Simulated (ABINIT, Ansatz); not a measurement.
# ZnS (F-43m): the LO frequency by hand

Aim: work out the LO frequency and the static dielectric constant of ZnS (F-43m) from one linear-response run, then check them.

Calculated with ABINIT 10.8.3; DFT LDA, scalar-relativistic, plane waves, PseudoDojo norm-conserving pseudopotentials.

The database entry behind the starting cell differs from later determinations by our own check (about 0.1 % short), so it need not match the best structure at ambient conditions.

### 1. The relaxed structure

Symmetry: F-43m, No. 216, cubic system. The conventional cell has a = 5.295 Å, b = 5.295 Å, c = 5.295 Å, α = 90.00°, β = 90.00°, γ = 90.00°. Nearest to Zn lie 4 S at 2.29 Å. Nearest to S lie 4 Zn at 2.29 Å. Farther neighbours and most contacts between anions are not listed.

This is the cell after its relaxation at this level of theory, not the database cell from which that began.

### 2. What the response run gave

A linear-response run on the relaxed cell, with the response to an electric field; only its zone-centre results are used. Cutoff 47 Ha, k mesh 8×8×8 with shifts.

Numbers of over 12 decimals in the logs are rounded to 6 here.

What it wrote:

```text
[banners, grids, parts of the stress and lines that vanish by symmetry left out]
- input  file    -> dfpt_gamma.abi
- output file    -> dfpt_gamma.abo
- root for input  files -> dfpt_gammai
[...]
DATASET    1 : space group F-4 3 m (#216); Bravais cF (face-center cubic)
[...]
nfft =       91125          nkpt =        1024
[...]
DATASET    2 : space group F-4 3 m (#216); Bravais cF (face-center cubic)
[...]
nfft =       91125          nkpt =        1024
[...]
== DATASET  1 ==================================================================
[...]
cutoff_energies: {ecut:  47.0, pawecutdg:  -1.0, }
[...]
- 16.00000   6.00000  180309                  znucl, zion, pspdat
[...]
Perturbation : derivative vs k along direction   1
[...]
-ETOT  1  -36.104510369306     -3.610E+01 7.641E-01 0.000E+00
 ETOT  2  -36.256503787854     -1.520E-01 7.921E-02 0.000E+00
 ETOT  3  -36.259856176730     -3.352E-03 8.000E-03 0.000E+00
 ETOT  4  -36.259997243688     -1.411E-04 8.899E-04 0.000E+00
 ETOT  5  -36.260006532810     -9.289E-06 7.489E-05 0.000E+00
[...]
At SCF step   24   max residual=  1.00E-20 < tolwfr=  1.00E-20 =>converged.
[...]
Perturbation : derivative vs k along direction   2
[...]
-ETOT  1  -36.104510368899     -3.610E+01 7.641E-01 0.000E+00
[...]
At SCF step   24   max residual=  1.00E-20 < tolwfr=  1.00E-20 =>converged.
[...]
Perturbation : derivative vs k along direction   3
[...]
-ETOT  1  -36.104510368492     -3.610E+01 7.641E-01 0.000E+00
[...]
At SCF step   24   max residual=  1.00E-20 < tolwfr=  1.00E-20 =>converged.
[...]
1        1       0.9569938300    0.0000000000
     1        2      -0.4784969150   -0.0000000000
     1        3      -0.4784969150   -0.0000000000
     2        1      -0.4784969150   -0.0000000000
     2        2       0.9569938300    0.0000000000
     2        3       0.4784969150    0.0000000000
     3        1      -0.4784969150   -0.0000000000
     3        2       0.4784969150    0.0000000000
     3        3       0.9569938300    0.0000000000
[...]
== DATASET  2 ==================================================================
[...]
cutoff_energies: {ecut:  47.0, pawecutdg:  -1.0, }
[...]
Perturbation : displacement of atom   1   along direction   1
[...]
-ETOT  1   29.525242075933     -2.611E+04 2.361E+01 5.098E+03
[...]
At SCF step   14       vres2   =  7.63E-12 < tolvrs=  1.00E-10 =>converged.
[...]
At SCF step   11       vres2   =  6.76E-12 < tolvrs=  1.00E-10 =>converged.
[...]
-ETOT  1   7.176432     -1.333E+02 3.067E-01 2.905E+04
[...]
ETOT 10  0.691670     -6.051E-11 5.399E-10 2.351E-09
 ETOT 11  0.691670     -1.990E-13 3.843E-11 6.709E-12
 At SCF step   11       vres2   =  6.71E-12 < tolvrs=  1.00E-10 =>converged.
[...]
Dielectric tensor, in cartesian coordinates,
[...]
1    4   1    4         6.2129868931        -0.0000000000
   1    4   2    4         0.0000000000        -0.0000000000
   1    4   3    4         0.0000000000        -0.0000000000
   2    4   1    4         0.0000000000        -0.0000000000
   2    4   2    4         6.2129868931        -0.0000000000
   2    4   3    4        -0.0000000000        -0.0000000000
   3    4   1    4         0.0000000000        -0.0000000000
   3    4   2    4        -0.0000000000        -0.0000000000
   3    4   3    4         6.2129868931        -0.0000000000
  Effective charges, in cartesian coordinates,
[...]
1    1   1    4         1.9056803562         0.0000000000
   2    1   1    4         0.0000000000         0.0000000000
   3    1   1    4        -0.0000000000         0.0000000000
   1    2   1    4        -1.9056571319         0.0000000000
   2    2   1    4        -0.0000000000         0.0000000000
[...]
Effective charges, in cartesian coordinates,
[...]
Rigid-atom elastic tensor , in cartesian coordinates,
[...]
Rigid-atom proper piezoelectric tensor, in cartesian coordinates,
[...]
2    4   2    6        -0.0118339154         0.0000000000
   2    4   3    6         0.0000000000         0.0000000000
   3    4   1    5         0.0000000000         0.0000000000
   3    4   2    5         0.0000000000         0.0000000000
   3    4   3    5         0.0000000000         0.0000000000
   3    4   1    6         0.0000000000         0.0000000000
   3    4   2    6         0.0000000000         0.0000000000
   3    4   3    6        -0.0118339155         0.0000000000
  Phonon wavevector (reduced coordinates) :  0.00000  0.00000  0.00000
 Phonon energies in Hartree :
[...]
Phonon frequencies in cm-1    :
-  5.826870E-01  5.826871E-01  5.826873E-01  2.918526E+02  2.918526E+02
-  2.918526E+02
  Phonon at Gamma, with non-analyticity in the
[...]
Phonon energies in Hartree :
[...]
Phonon frequencies in cm-1    :
-  5.826870E-01  5.826871E-01  5.826875E-01  2.918526E+02  2.918526E+02
-  3.481280E+02
  Phonon at Gamma, with non-analyticity in the
[...]
Phonon energies in Hartree :
[...]
Phonon frequencies in cm-1    :
-  5.826870E-01  5.826873E-01  5.826873E-01  2.918526E+02  2.918526E+02
-  3.481280E+02
  Phonon at Gamma, with non-analyticity in the
[...]
Phonon energies in Hartree :
[...]
Phonon frequencies in cm-1    :
-  5.826871E-01  5.826872E-01  5.826873E-01  2.918526E+02  2.918526E+02
-  3.481280E+02
[...]
fcart2     0.0000000000E+00  0.0000000000E+00  0.0000000000E+00
           strten2     0.0000000000E+00  0.0000000000E+00  0.0000000000E+00
================================================================================
```

```csv
quantity,value
cell volume Ω (Å³),37.118
mass of Zn (u),65.380
mass of S (u),32.060
"Born charge of Zn, raw (e)",1.906
"Born charge of S, raw (e)",-1.906
ε∞,6.213
ω(TO) after the sum rule (cm⁻¹),291.9
```

### 3. The calculation

The charges must sum to zero over the cell; taking off their mean, 0.000 e, leaves Z* = 1.906 e on Zn. In the polar mode Zn moves against S, so the reduced mass is μ = 65.38 × 32.06 / 97.44 = 21.512 u.

A longitudinal wave builds up a field that adds to the restoring force: ω(LO)² = ω(TO)² + 4π Z*² / (μ Ω ε∞), in Hartree atomic units. With μ = 39213 electron masses and Ω = 250.48 bohr³ the second term is 7.4784e-07 Ha², or 36023 cm⁻² (1 Ha = 219474.6 cm⁻¹).

So ω(LO) = √(85176 + 36023) = 348.1 cm⁻¹, and by the Lyddane-Sachs-Teller relation ε₀ = ε∞ (ω(LO)/ω(TO))² = 8.84.

### 4. Check against the program

The analysis program adds the same non-analytic term to the full matrix.

What it wrote:

```text
[banners, grids, parts of the stress and lines that vanish by symmetry left out]
-outvars_anaddb: echo values of input variables ----------------------

 Flags :
[...]
Dielectric Tensor and Effective Charges
[...]
Effective charge tensors after
[...]
Phonon wavevector (reduced coordinates) :  0.00000  0.00000  0.00000
 Phonon energies in Hartree :
[...]
Phonon energies in meV     :
-  0.000000E+00  0.000000E+00  0.000000E+00  3.618507E+01  3.618507E+01
-  3.618507E+01
 Phonon frequencies in cm-1    :
-  0.000000E+00  0.000000E+00  0.000000E+00  2.918523E+02  2.918523E+02
-  2.918523E+02
 Phonon frequencies in Thz     :
-  0.000000E+00  0.000000E+00  0.000000E+00  8.749512E+00  8.749512E+00
-  8.749512E+00
 Phonon energies in Kelvin  :
-  0.000000E+00  0.000000E+00  0.000000E+00  4.199103E+02  4.199103E+02
-  4.199103E+02
[...]
-  1  0.00000000E+00  0.00000000E+00 -2.37255179E-03
-     0.00000000E+00  0.00000000E+00  0.00000000E+00
-  2  0.00000000E+00  0.00000000E+00 -2.37255107E-03
-     0.00000000E+00  0.00000000E+00  0.00000000E+00
[...]
-  1  0.00000000E+00 -2.37255179E-03  0.00000000E+00
-     0.00000000E+00  0.00000000E+00  0.00000000E+00
-  2  0.00000000E+00 -2.37255107E-03  0.00000000E+00
-     0.00000000E+00  0.00000000E+00  0.00000000E+00
[...]
-  1  2.37255179E-03  0.00000000E+00  0.00000000E+00
-     0.00000000E+00  0.00000000E+00  0.00000000E+00
-  2  2.37255107E-03  0.00000000E+00  0.00000000E+00
-     0.00000000E+00  0.00000000E+00  0.00000000E+00
[...]
-  1  0.00000000E+00  0.00000000E+00  1.66143095E-03
-     0.00000000E+00  0.00000000E+00  0.00000000E+00
-  2  0.00000000E+00  1.07853627E-07 -3.38804348E-03
-     0.00000000E+00  0.00000000E+00  0.00000000E+00
[...]
-  1  1.21880344E-07  1.66143094E-03  0.00000000E+00
-     0.00000000E+00  0.00000000E+00  0.00000000E+00
-  2 -2.48542322E-07 -3.38804347E-03 -1.07849570E-07
-     0.00000000E+00  0.00000000E+00  0.00000000E+00
[...]
-  1  1.66143094E-03 -1.21879480E-07  0.00000000E+00
-     0.00000000E+00  0.00000000E+00  0.00000000E+00
-  2 -3.38804347E-03  2.48540561E-07  0.00000000E+00
-     0.00000000E+00  0.00000000E+00  0.00000000E+00
[...]
-     1         -0.000000     0.000000    -0.000000     0.000000
-     2          0.000000    -0.000000    -0.000000     0.000000
-     3          0.000000     0.000000     0.000000     0.000000
-     4          0.000042    -0.000081     2.550063     2.550063
-     5          0.000187     2.550063     0.000081     2.550063
-     6          2.550063    -0.000187    -0.000042     2.550063
[...]
-   1     Real    0.0000E+00  0.0000E+00  0.0000E+00  0.0000E+00  0.0000E+00  0.0000E+00  0.0000E+00
[...]
-  1  0.00000000E+00  0.00000000E+00 -2.37255179E-03
-     0.00000000E+00  0.00000000E+00  0.00000000E+00
-  2  0.00000000E+00  0.00000000E+00 -2.37255107E-03
-     0.00000000E+00  0.00000000E+00  0.00000000E+00
[...]
Phonon at Gamma, with non-analyticity in the
[...]
Phonon energies in Hartree :
[...]
Phonon energies in meV     :
-  0.000000E+00  0.000000E+00  0.000000E+00  3.618507E+01  3.618507E+01
-  4.316237E+01
 Phonon frequencies in cm-1    :
-  0.000000E+00  0.000000E+00  0.000000E+00  2.918523E+02  2.918523E+02
-  3.481280E+02
 Phonon frequencies in Thz     :
-  0.000000E+00  0.000000E+00  0.000000E+00  8.749512E+00  8.749512E+00
-  1.043661E+01
 Phonon energies in Kelvin  :
-  0.000000E+00  0.000000E+00  0.000000E+00  4.199103E+02  4.199103E+02
-  5.008785E+02
[...]
Phonon at Gamma, with non-analyticity in the
[...]
Phonon energies in Hartree :
[...]
Phonon energies in meV     :
-  0.000000E+00  0.000000E+00  0.000000E+00  3.618507E+01  3.618507E+01
-  4.316237E+01
 Phonon frequencies in cm-1    :
-  0.000000E+00  0.000000E+00  0.000000E+00  2.918523E+02  2.918523E+02
-  3.481280E+02
 Phonon frequencies in Thz     :
-  0.000000E+00  0.000000E+00  0.000000E+00  8.749512E+00  8.749512E+00
-  1.043661E+01
 Phonon energies in Kelvin  :
-  0.000000E+00  0.000000E+00  0.000000E+00  4.199103E+02  4.199103E+02
-  5.008785E+02
[...]
-  1  1.52461725E-06 -2.37254691E-03 -4.55359404E-06
-     0.00000000E+00  0.00000000E+00  0.00000000E+00
-  2  1.52454589E-06 -2.37254626E-03 -4.55366357E-06
-     0.00000000E+00  0.00000000E+00  0.00000000E+00
[...]
-  1  2.37255102E-03  1.52245319E-06  1.10457321E-06
-     0.00000000E+00  0.00000000E+00  0.00000000E+00
-  2  2.37255038E-03  1.52252363E-06  1.10464377E-06
-     0.00000000E+00  0.00000000E+00  0.00000000E+00
[...]
-  1  2.29262912E-04  1.04327842E-03 -1.27254133E-03
-     0.00000000E+00  0.00000000E+00  0.00000000E+00
-  2 -4.67520312E-04 -2.12748695E-03  2.59500726E-03
-     0.00000000E+00  0.00000000E+00  0.00000000E+00
[...]
-  1  1.33703916E-03 -8.67067085E-04 -4.69972073E-04
-     0.00000000E+00  0.00000000E+00  0.00000000E+00
-  2 -2.72653330E-03  1.76815112E-03  9.58382185E-04
-     0.00000000E+00  0.00000000E+00  0.00000000E+00
[...]
Direction                     Dielectric constant
[...]
Elastic Tensor (clamped ion) (unit:10^2GP):
[...]
Elastic Tensor (relaxed ion) (unit:10^2GP):
[...]
Calculation of the tensor related to piezoelectric effetc
[...]
Proper piezoelectric constants (clamped ion) (unit:c/m^2)
[...]
Proper piezoelectric constants (relaxed ion) (unit:c/m^2)
[...]
0.00000000      0.14731080      0.00000000
      0.00000000     -0.00000000      0.14731080
-
```

```csv
quantity,by hand,program
ω(LO) (cm⁻¹),348.1,348.1
ε₀,8.84,8.84
```

### 5. Outcome

```
TO mode                    : 291.9 cm⁻¹
LO mode                    : 348.1 cm⁻¹
static dielectric constant : 8.84
```

In words: The LO mode of ZnS (F-43m) lies at 348 cm⁻¹, 56 cm⁻¹ above the TO mode; the formula meets the program within 0.1 cm⁻¹, as it must for a cubic crystal with one polar mode. ω(LO)² − ω(TO)² goes with Z*²/ε∞: an error of 5 % in ε∞ would move the LO mode by 2.5 cm⁻¹, and semilocal functionals tend to overestimate ε∞. These are harmonic values at zero temperature, at the volume of this functional, for the structure held cubic; stability elsewhere in the zone is no part of this calculation.

[Host names and launcher messages were left out of these logs when they were recorded.]

[Logs are printed without paths, hosts, clocks, repeated set-up lines and the standing remarks that a program may print on its own settings, such as how far it seeks lower states.]

[Hosts, paths, dates, database ids (printed as entryN), source tags and the programs' standing remarks are cut or masked in the printed files.]
